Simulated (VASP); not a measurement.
Input of a VASP 6.6.1 run:

File INCAR:

```
SYSTEM = BAs
ALGO     = Normal         ! electronic algorithm
EDIFF    = 1E-6           ! SCF threshold, eV
ENCUT    = 520            ! plane-wave cutoff, eV
ISIF     = 2              ! what is computed and relaxed
ISMEAR   = 0              ! smearing method
LASPH    = .True.         ! aspherical terms in the spheres
LCHARG   = .False.        ! write CHGCAR
LMIXTAU  = .True.       
LREAL    = .False.        ! projectors in reciprocal space
LWAVE    = .False.        ! write WAVECAR
METAGGA  = R2SCAN         ! meta-GGA
NELM     = 80             ! most SCF steps
PREC     = Accurate       ! precision mode
SIGMA    = 0.03           ! smearing width, eV
```

Contents of KPOINTS:

```
k-points
0
Gamma
  10 10 10
  0 0 0
```

The input POSCAR:

```
BAs                                     
1.0
    0.0000000000      2.3885000000      2.3885000000
    2.3885000000      0.0000000000      2.3885000000
    2.3885000000      2.3885000000      0.0000000000
  B               As            
     1     1
Direct
     0.0000000000000000    0.0000000000000000    0.0000000000000000
     0.2500000000000000    0.2500000000000000    0.2500000000000000
```

KPOINTS_OPT

```
explicit points
302
Reciprocal
 0.0000000000  0.0000000000  0.0000000000 1
 0.0263157895  0.0000000000  0.0263157895 1
 0.0526315789  0.0000000000  0.0526315789 1
 0.0789473684  0.0000000000  0.0789473684 1
 0.1052631579  0.0000000000  0.1052631579 1
 0.1315789474  0.0000000000  0.1315789474 1
[... 294 lines left out ...]
 0.5094080200  0.0188160500  0.5094080200 1
 0.4905919800 -0.0188160500  0.4905919800 1
```

Potentials or basis: VASP PAW PBE potentials, release 64 (B, As).

The run is started by

```sh
$ cat potpaw_PBE.64/B/POTCAR potpaw_PBE.64/As/POTCAR > POTCAR
$ mpirun -np 1 vasp_std > vasp.out
```

(1) What does it give for the pressure?

(2) Predict the band gap along the path.

(3) Predict the band gap on the k mesh.

Results:

(1) 0.7 GPa.

(2) 1.37 eV, indirect (least direct gap 3.45 eV).

(3) 1.37 eV, indirect (least direct gap 3.45 eV).

Caveat: the PAW data sets were made with another functional, which shifts forces and pressure a little.
